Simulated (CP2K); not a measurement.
Runs of CP2K 2026.2 on BAs. The structure is cubic, space group F-43m (No. 216). Conventional cell: a = 4.777 Å, b = 4.777 Å, c = 4.777 Å, α = 90.00°, β = 90.00°, γ = 90.00°. As (site symmetry -43m) is surrounded by 4 B at 2.07 Å. B (site symmetry -43m) has 4 As at 2.07 Å as nearest neighbours. 

```tsv
task	level	potentials or basis	smearing	points a segment of the path (NPOINTS)	bands added on the path	gap on the mesh (eV)	pressure (GPa)
band structure	PBE	POTENTIAL_UZH As GTH-PBE-q5, B GTH-PBE-q3; TZVP-MOLOPT-PBE-GTH basis	fermi-dirac 0.05 eV	10	2	1.21	3.6
single point	PBE	POTENTIAL_UZH As GTH-PBE-q5, B GTH-PBE-q3; TZVP-MOLOPT-PBE-GTH basis	gaussian 0.011 eV	-	-	1.21	3.6
band structure	LDA	GTH_POTENTIALS As GTH-PADE-q5, B GTH-PADE-q3; TZVP-MOLOPT-PBE-GTH basis	fermi-dirac 0.05 eV	10	6	1.19	-4.1
band structure	PBEsol	POTENTIAL_UZH As GTH-PBE-q5, B GTH-PBE-q3; TZVP-MOLOPT-PBE-GTH basis	fermi-dirac 0.05 eV	8	6	(a)	2.3
```

Alike in all rows: no spin polarisation; cell as given; k mesh 10 × 10 × 10.

Q: Estimate the missing entries.

A: (a) 1.06.

Caveats: the basis of atomic orbitals isn't converged, which shifts pressures, moduli and gaps; the potentials were made for another functional, which shifts forces and pressure (some runs).

A k mesh can miss the band edges, and the runs leave out spin-orbit coupling on As.
